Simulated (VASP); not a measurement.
# TiO2 (Anatase) (I4_1/amd) in VASP: a series of runs

One crystal, TiO2 (Anatase), is run at these levels: PBE; tasks: single point.

Program: VASP 6.6.1. These are calculated values, not measurements. Logs are shortened: lines on timing, memory, paths and dates and some standing lists are left out, and cuts for length are marked.

**1. The structure**

The structure is tetragonal, space group I4_1/amd (No. 141). The conventional cell has a = 3.784 Å, b = 3.784 Å, c = 9.515 Å, α = 90.00°, β = 90.00°, γ = 90.00°. Ti (site symmetry -4m2) is surrounded by 6 O at 1.93 to 1.98 Å. Around O (site symmetry 2mm) lie 3 Ti at 1.93 to 1.98 Å.

**2. Single point, PBE**

Contents of INCAR:

```
SYSTEM = TiO2
ADDGRID = .FALSE.
ALGO = Normal
EDIFF = 1E-7
ENCUT = 460
GGA = PE
ISIF = 2
ISMEAR = 0
LASPH = .TRUE.
LCHARG = .FALSE.
LREAL = .FALSE.
LWAVE = .FALSE.
NELM = 100
PREC = Accurate
SIGMA = 0.05
```

Contents of KPOINTS:

```
k-points
0
G
  9 9 9
  0 0 0
```

Contents of POSCAR:

```
TiO2
1.0
   -1.8921000000      1.8921000000      4.7573000000
    1.8921000000     -1.8921000000      4.7573000000
    1.8921000000      1.8921000000     -4.7573000000
Ti O
2 4
Direct
    0.7500000000      0.2500000000      0.5000000000
    0.0000000000      0.0000000000      0.0000000000
    0.7919000000      0.7919000000      0.0000000000
    0.5419000000      0.0419000000      0.5000000000
    0.9581000000      0.4581000000      0.5000000000
    0.2081000000      0.2081000000      0.0000000000
```

Potentials or basis: VASP PAW PBE potentials, release 64 (Ti, O).

On the command line:

```bash
$ cat potpaw_PBE.64/Ti/POTCAR potpaw_PBE.64/O/POTCAR > POTCAR
$ mpirun -np 1 vasp_std > vasp.out
```

OUTCAR:

```text
SYSTEM = TiO2
   EDIFF = 1E-7
   ENCUT = 460
   GGA = PE
   ISIF = 2
   ISMEAR = 0
   LASPH = .TRUE.
   LREAL = .FALSE.
   NELM = 100
   PREC = Accurate

 Found     75 irreducible k-points:

 Following reciprocal coordinates:
            Coordinates               Weight
  0.000000  0.000000  0.000000      1.000000
  0.111111  0.000000  0.000000      8.000000
  0.222222  0.000000  0.000000      8.000000
  0.333333  0.000000  0.000000      8.000000
  0.444444  0.000000  0.000000      8.000000
  0.111111  0.111111  0.000000      8.000000
   k-points           NKPTS =     75   k-points in BZ     NKDIM =     75   number of bands    NBANDS=     20
   number of dos      NEDOS =    301   number of ions     NIONS =      6
   total plane-waves  NPLWV =  64000
   dimension x,y,z NGX =    40 NGY =   40 NGZ =   40
   dimension x,y,z NGXF=    80 NGYF=   80 NGZF=   80
   ions per type =               2   4
   NGX,Y,Z   is equivalent  to a cutoff of  12.18, 12.18, 12.18 a.u.
   NGXF,Y,Z  is equivalent  to a cutoff of  24.37, 24.37, 24.37 a.u.
 SYSTEM =  TiO2
   PREC   = accura    normal or accurate (medium, high low for compatibility)
   ISTART =      0    job   : 0-new  1-cont  2-samecut
   ICHARG =      2    charge: 1-file 2-atom 10-const
   ISPIN  =      1    spin polarized calculation?
   LNONCOLLINEAR =      F non collinear calculations
   LSORBIT =      F    spin-orbit coupling
   LASPH  =      T    aspherical Exc in radial PAW
   ENCUT  =  460.0 eV  33.81 Ry    5.81 a.u.   9.55  9.55  9.55*2*pi/ulx,y,z
   NELM   =    100;   NELMIN=  2; NELMDL= -5     # of ELM steps
   EDIFF  = 0.1E-06   stopping-criterion for ELM
   LREAL  =      F    real-space projection
   EDIFFG = 0.1E-05   stopping-criterion for IOM
   NSW    =      0    number of steps for IOM
   IBRION =     -1    ionic relax: 0-MD 1-quasi-New 2-CG
   NFREE  =      0    steps in history (QN), initial steepest desc. (CG)
   ISIF   =      2    stress and relaxation
   ISYM   =      2    0-nonsym 1-usesym 2-fastsym
   POTIM  = 0.5000    time-step for ionic-motion
   TEBEG  =    0.0;   TEEND  =   0.0 temperature during run
   PSTRESS=    0.0 pullay stress
   NELECT =      32.0000    total number of electrons
   NUPDOWN=      -1.0000    fix difference up-down
   EMIN   =  10.00;   EMAX   =-10.00  energy-range for DOS
[... 5 lines left out ...]
     AMIX     =   0.40;   BMIX     =  1.00
     AMIX_MAG =   1.60;   BMIX_MAG =  1.00
  volume/ion in A,a.u.               =      11.35        76.62
  Fermi-wavevector in a.u.,A,eV,Ry     =   1.272590  2.404847 22.034444  1.619486
  Thomas-Fermi vector in A             =   2.405460
   LORBIT       =      0    0 simple, 1 ext, 2 COOP (PROOUT), +10 PAW based schemes
   GGA     = PE    functional components
   LHFCALC =     F    Hartree Fock is set to
   AEXX    =    0.0000 exact exchange contribution
   IVDW    =     0    specifies the selected vdW correction
   LEPSILON=     F    determine dielectric tensor
   LRPA    =     F    only Hartree local field effects (RPA)
 non-spin polarized calculation
 Gauss-broadening in eV      SIGMA  =   0.05
  energy-cutoff  :      460.00
  volume of cell :       68.13
 maximum number of plane-waves:      1553
 NGX is ok and might be reduce to    40
   NGX = 19   NGY = 19   NGZ = 19

 number of electron      31.9999996 magnetization

 Free energy of the ion-electron system (eV)
  ---------------------------------------------------
  ext. energy  EPLUGINS =         0.00000000
  ---------------------------------------------------
  free energy    TOTEN  =       -52.92862498 eV

  energy without entropy =      -52.92862498  energy(sigma->0) =      -52.92862498

 E-fermi :   0.9077     XC(G=0): -10.5256

 val. band max:        0.7059826676   @ k =  -0.4444   0.4444   0.0000
 cond. band min:       2.6436161102   @ k =   0.0000   0.0000   0.0000
 fundamental gap:      1.9376334427
 Fermi energy:         0.9077481454

 k-point     1 :       0.0000    0.0000    0.0000
  band No.  band energies     occupation
      1     -16.9983      2.00000
      2     -15.9500      2.00000
      3     -15.9371      2.00000
      4     -15.4715      2.00000
      5      -3.2721      2.00000
      6      -3.1560      2.00000
      7      -3.1560      2.00000
      8      -2.7457      2.00000
      9      -1.3970      2.00000
     10      -1.3970      2.00000
     11      -1.3300      2.00000
     12      -0.0541      2.00000
     13      -0.0539      2.00000
     14      -0.0539      2.00000
     15       0.2455      2.00000
     16       0.2455      2.00000
     17       2.6436      0.00000
     18       3.3565      0.00000
     19       4.4739      0.00000
     20       4.4745      0.00000

 k-point     2 :       0.1111    0.0000    0.0000
  band No.  band energies     occupation
      1     -16.9387      2.00000
      2     -15.9368      2.00000
      3     -15.9065      2.00000
      4     -15.4676      2.00000
      5      -3.3555      2.00000
      6      -3.2730      2.00000
      7      -3.1443      2.00000
      8      -2.7587      2.00000
      9      -1.4516      2.00000
     10      -1.4157      2.00000
     11      -1.2403      2.00000
     12      -0.3370      2.00000
     13      -0.1339      2.00000
     14      -0.0516      2.00000
     15       0.0563      2.00000
     16       0.2683      2.00000
     17       2.9382      0.00000
     18       3.4031      0.00000
     19       4.1461      0.00000
     20       4.3150      0.00000

 k-point     3 :       0.2222    0.0000    0.0000
  band No.  band energies     occupation
      1     -16.7847      2.00000
      2     -15.8863      2.00000
      3     -15.8389      2.00000
      4     -15.4603      2.00000
      5      -3.7234      2.00000
      6      -3.2591      2.00000
      7      -3.1115      2.00000
      8      -2.7794      2.00000
      9      -1.7649      2.00000
     10      -1.4608      2.00000
     11      -1.1478      2.00000
     12      -0.8568      2.00000
     13      -0.5448      2.00000
     14      -0.0694      2.00000
     15      -0.0639      2.00000
     16       0.2300      2.00000
     17       3.4230      0.00000
     18       3.6330      0.00000
     19       3.8432      0.00000
     20       4.1225      0.00000

 k-point     4 :       0.3333    0.0000    0.0000
  band No.  band energies     occupation
      1     -16.6078      2.00000
      2     -15.7915      2.00000
      3     -15.7735      2.00000
      4     -15.4688      2.00000
      5      -3.9485      2.00000
      6      -3.1975      2.00000
      7      -3.0668      2.00000
      8      -2.8773      2.00000
      9      -2.4027      2.00000
     10      -1.5038      2.00000
     11      -1.1833      2.00000
     12      -1.1716      2.00000
     13      -0.9783      2.00000
     14      -0.1502      2.00000
     15      -0.1152      2.00000
     16       0.1361      2.00000
     17       3.5968      0.00000
     18       3.8938      0.00000
     19       4.0572      0.00000
     20       4.1093      0.00000

 k-point     5 :       0.4444    0.0000    0.0000
  band No.  band energies     occupation
      1     -16.4962      2.00000
      2     -15.7386      2.00000
      3     -15.6642      2.00000
      4     -15.5230      2.00000
      5      -3.8725      2.00000
      6      -3.3997      2.00000
      7      -3.0317      2.00000
      8      -3.0243      2.00000
      9      -2.7159      2.00000
     10      -1.5139      2.00000
     11      -1.3478      2.00000
     12      -1.2488      2.00000
     13      -1.2486      2.00000
     14      -0.2290      2.00000
     15      -0.1414      2.00000
     16       0.0871      2.00000
     17       3.7158      0.00000
     18       4.0483      0.00000
     19       4.0607      0.00000
     20       4.1505      0.00000

 k-point     6 :       0.1111    0.1111    0.0000
  band No.  band energies     occupation
      1     -16.8629      2.00000
      2     -15.9368      2.00000
      3     -15.8720      2.00000
      4     -15.4719      2.00000
      5      -3.4030      2.00000
      6      -3.2928      2.00000
      7      -3.2486      2.00000
      8      -2.7784      2.00000
      9      -1.6504      2.00000
     10      -1.3108      2.00000
     11      -1.0937      2.00000
     12      -0.5157      2.00000
     13      -0.3934      2.00000
     14      -0.1552      2.00000
     15       0.0059      2.00000
     16       0.3673      2.00000
     17       3.1666      0.00000
     18       3.4192      0.00000
     19       4.0059      0.00000
     20       4.2380      0.00000

 [... further k-points ...]
[... 5 lines left out ...]
  --------------------------------------------------------------------------------------
  -------------------------------------------------------------------------------------
  Total        3.1717349      3.1717349      3.3714381      0.0000000      0.0000000      0.0000000
  in kB       74.5931171     74.5931171     79.2897538      0.0000000      0.0000000      0.0000000
  external PRESSURE =      76.1586627 kB  Pullay stress =       0.0000000 kB

 VOLUME and BASIS-vectors are now :
 -----------------------------------------------------------------------------
  energy-cutoff  :      460.00
  volume of cell :       68.13
      direct lattice vectors                 reciprocal lattice vectors
    -1.892100000  1.892100000  4.757300000     0.000000000  0.264256646  0.105101633
     1.892100000 -1.892100000  4.757300000     0.264256646  0.000000000  0.105101633
     1.892100000  1.892100000 -4.757300000     0.264256646  0.264256646  0.000000000

 POSITION                                       TOTAL-FORCE (eV/Angst)
 -----------------------------------------------------------------------------------
      0.00000      1.89210      2.37865         0.000000      0.000000      0.000000
      0.00000      0.00000      0.00000         0.000000      0.000000      0.000000
      0.00000      0.00000      7.53461         0.000000     -0.000000     -0.167353
      0.00000      1.89210      0.39866        -0.000000      0.000000     -0.167353
      0.00000      1.89210      4.35864        -0.000000      0.000000      0.167353
      0.00000      0.00000      1.97999         0.000000     -0.000000      0.167353
 -----------------------------------------------------------------------------------
    total drift:                                0.000000      0.000000     -0.000000

  FREE ENERGIE OF THE ION-ELECTRON SYSTEM (eV)
  ---------------------------------------------------
  free  energy   TOTEN  =       -52.9286249792 eV

  energy  without entropy=      -52.9286249792  energy(sigma->0) =      -52.92862498
```

Wall time 2 min (1 thread of Intel Xeon Platinum 8488C (Sapphire Rapids), shared host); peak memory 0.27 GiB.

These settings aren't checked as converged: the numbers below hold their error.

What came out:

```
Free energy            : -52.9286 eV
Pressure               : 7.6 GPa
Largest force          : 0.167 eV/Å
Band gap on the k mesh : 1.94 eV, indirect (least direct gap 2.27 eV)
```

Caveat: the cutoff is under 1.25 times the usual one of these potentials, so pressure, stress and relaxed cells hold a basis-set (Pulay) error; an odd mesh through Γ misses points on the zone boundary, where band edges often lie.

**3. Single point, PBE**

INCAR is that of step 2.

KPOINTS is that of step 2.

Contents of POSCAR:

```
TiO2
1.0
   -1.8921000000      1.8921000000      4.7573000000
    1.8921000000     -1.8921000000      4.7573000000
    1.8921000000      1.8921000000     -4.7573000000
Ti O
2 4
Direct
    0.7634100000      0.2505420000      0.5022120000
    0.0240310000     -0.0225460000     -0.0109780000
    0.8032660000      0.7916050000      0.0039110000
    0.5255800000      0.0234350000      0.4817660000
    0.9615640000      0.4693800000      0.5068500000
    0.1853180000      0.2146180000     -0.0384270000
```

Potentials or basis: VASP PAW PBE potentials, release 64 (Ti, O).

On the command line:

```bash
$ cat potpaw_PBE.64/Ti/POTCAR potpaw_PBE.64/O/POTCAR > POTCAR
$ mpirun -np 1 vasp_std > vasp.out
```

It took 9.8 min on 1 thread of Intel Xeon Platinum 8488C (Sapphire Rapids), shared host; peak memory 0.5 GiB.

These settings aren't checked as converged: the numbers below hold their error.

What came out:

* Free energy: -52.5127 eV
* Pressure: 11.0 GPa
* Largest force: 3.048 eV/Å
* Band gap on the k mesh: 2.18 eV, indirect (least direct gap 2.63 eV)

Caveat: the cutoff is under 1.25 times the usual one of these potentials, so pressure, stress and relaxed cells hold a basis-set (Pulay) error; an odd mesh through Γ misses points on the zone boundary, where band edges often lie.

**4. Single point, PBE**

Contents of INCAR:

```
PREC = Accurate
ENCUT = 520
EDIFF = 1E-6
ISMEAR = 0
SIGMA = 0.014
LREAL = False
LASPH = True
NELM = 100
ALGO = Fast
ISIF = 2
LWAVE = False
LCHARG = False
GGA = PE
NBANDS = 33
```

Contents of KPOINTS:

```
Automatic mesh
0
Gamma
  10 10 10
```

Contents of POSCAR:

```
TiO2
1.0
   -1.8921000000      1.8921000000      4.7573000000
    1.8921000000     -1.8921000000      4.7573000000
    1.8921000000      1.8921000000     -4.7573000000
Ti O
2 4
Direct
    0.7500000000      0.2500000000      0.5000000000
    0.0000000000      0.0000000000      0.0000000000
    0.7919000000      0.7919000000      0.0000000000
    0.5419000000      0.0419000000      0.5000000000
    0.9581000000      0.4581000000      0.5000000000
    0.2081000000      0.2081000000      0.0000000000
```

Potentials or basis: VASP PAW PBE potentials, release 64 (Ti_sv, O).

On the command line:

```bash
$ cat potpaw_PBE.64/Ti_sv/POTCAR potpaw_PBE.64/O/POTCAR > POTCAR
$ mpirun -np 1 vasp_std > vasp.out
```

Wall time 15 min (1 thread of Intel Xeon Platinum 8259CL at 2.50GHz (Skylake/Cascade Lake), shared host); peak memory 0.37 GiB.

It converged, with:

```
Free energy            : -53.8258 eV
Pressure               : 5.9 GPa
Largest force          : 0.125 eV/Å
Band gap on the k mesh : 2.11 eV, indirect (least direct gap 2.44 eV)
```

Forces on the atoms (eV/Å):
```
Ti   0.000  0.000  0.000
Ti   0.000  0.000  0.000
O    0.000  0.000 -0.125
O    0.000  0.000 -0.125
O    0.000  0.000  0.125
O    0.000  0.000  0.125
```

Stress tensor (GPa, compression positive):
```
5.44 0.00 0.00
0.00 5.44 0.00
0.00 0.00 6.82
```

Levels at points of the mesh, in eV from the valence-band top:
```tsv
k point	band 21	band 22	band 23	band 24	band 25	band 26	band 27	band 28
(0.00, 0.00, 0.00)	-0.75	-0.75	-0.46	-0.46	2.11	2.85	3.99	3.99
(0.50, 0.00, 0.00)	-1.96	-0.94	-0.83	-0.63	3.24	3.55	3.56	3.66
(0.50, 0.50, 0.00)	-2.05	-2.05	-0.03	-0.03	3.35	3.35	3.82	3.82
(0.50, 0.50, 0.50)	-1.25	-1.25	-0.11	-0.11	2.47	2.47	3.77	3.77
```
